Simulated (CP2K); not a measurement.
The system is Pt.

```
CELL_PARAMETERS angstrom
2.74346 0.00000 0.00000
-0.91281 2.60623 0.00000
-0.91209 -1.27385 2.22409
ATOMIC_POSITIONS crystal
Pt 0.00000 0.00000 0.00000
```

This isn't the form of Pt at room conditions, which is fcc.

Base run:

```yaml
Program: CP2K 2026.2
Functional: r2SCAN
Potentials_or_basis: POTENTIAL_UZH Pt GTH-PBE-q18; TZVP-MOLOPT-PBE-GTH basis
Density_cutoff: 9184 eV
k_mesh: 12 × 12 × 12
Occupations: fermi-dirac, width 0.05 eV
Spin: no spin polarisation
```

Its results: band gap on the k mesh none (metal or under the smearing width); pressure -6.3 GPa.

**Question.** After a change of settings the same cell gave: band gap on the k mesh none (metal or under the smearing width); pressure 2.5 GPa. Which change was it?
A. functional from r2SCAN to PW91
B. functional from r2SCAN to PBEsol
C. functional from r2SCAN to PBE
D. functional from r2SCAN to RPBE

**Answer.** D.

Caveats: the potentials were made for another functional, which shifts forces and pressure; the basis of atomic orbitals isn't converged, which shifts pressures, moduli and gaps; spin-orbit coupling is left out, which moves the levels of the heavy elements (some runs).
